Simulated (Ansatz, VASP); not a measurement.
# One calculation of Sr, two programs

Contents of POSCAR:

```
Sr
1.0
   -2.4350000000      2.4350000000      2.4350000000
    2.4350000000     -2.4350000000      2.4350000000
    2.4350000000      2.4350000000     -2.4350000000
Sr
1
Direct
    0.0000000000      0.0000000000      0.0000000000
```

The input INCAR.step1:

```
SYSTEM = Sr
PREC     = Accurate       ! precision mode
ENCUT    = 520            ! plane-wave cutoff, eV
ISMEAR   = 0              ! smearing method
SIGMA    = 0.1            ! smearing width, eV
LREAL    = .False.        ! projectors in reciprocal space
LASPH    = .True.         ! aspherical terms in the spheres
NELM     = 100            ! most SCF steps
NBANDS   = 11             ! bands
GGA      = PE             ! functional
ALGO     = Normal         ! electronic algorithm
EDIFF    = 1E-4           ! SCF threshold, eV
LWAVE    = .True.         ! write WAVECAR
LCHARG   = .False.        ! write CHGCAR
```

File INCAR.step2:

```
SYSTEM = Sr
PREC     = Accurate       ! precision mode
ENCUT    = 520            ! plane-wave cutoff, eV
EDIFF    = 1E-6           ! SCF threshold, eV
ISMEAR   = 0              ! smearing method
SIGMA    = 0.1            ! smearing width, eV
LREAL    = .False.        ! projectors in reciprocal space
LASPH    = .True.         ! aspherical terms in the spheres
NELM     = 100            ! most SCF steps
ALGO     = Normal         ! electronic algorithm
ISIF     = 2              ! what is computed and relaxed
LWAVE    = .False.        ! write WAVECAR
LCHARG   = .True.         ! write CHGCAR
METAGGA  = R2SCAN         ! meta-GGA
LMIXTAU  = .True.       
LELF     = .True.         ! ELF
LVHAR    = .True.       
NBANDS   = 11             ! bands
ISTART   = 1
```

File KPOINTS:

```
regular mesh
0
Gamma
  6 6 6
  0 0 0
```

Input for Ansatz:

```yaml
crystal:
  lattice:
    - [-2.435, 2.435, 2.435]
    - [2.435, -2.435, 2.435]
    - [2.435, 2.435, -2.435]
  atoms:
    - { symbol: Sr, position: [0.0, 0.0, 0.0] }
basis:
  ecutwfc: 500
kpoints:
  mp_grid: { grid: [6, 6, 6] }
hamiltonian:
  xc: r2scan
scf:
  occupations: { method: gaussian, width: 0.1 }
output:
  forces: true
  stress: true
  eigenvalues: true
```

This isn't the form of Sr at room conditions, which is fcc.

Alike in both runs: task single point; functional r2SCAN; k mesh 6 × 6 × 6; occupations gaussian, width 0.1 eV; no spin polarisation.

|  | VASP | Ansatz |
| --- | --- | --- |
| version | VASP 6.6.1 | Ansatz 0.2.0 |
| potentials or method | VASP PAW PBE potentials, release 64 (Sr_sv) | scalar-relativistic, plane waves, PAW |
| plane-wave cutoff (eV) | 520 | 500 |
| valence electrons in the cell | 10 | 10 |

```tsv
	VASP	Ansatz	Ansatz less VASP
gap on the k mesh at the Fermi level (eV)	none	none	-
pressure (GPa)	-0.4	-0.4	0.00
```

A gap of «none» marks a metal or a gap that the smearing closes. The functional is the same, so the differences come from potentials, cutoffs and numerics.

Caveats: the PAW data sets were made with another functional, which shifts forces and pressure a little (VASP).
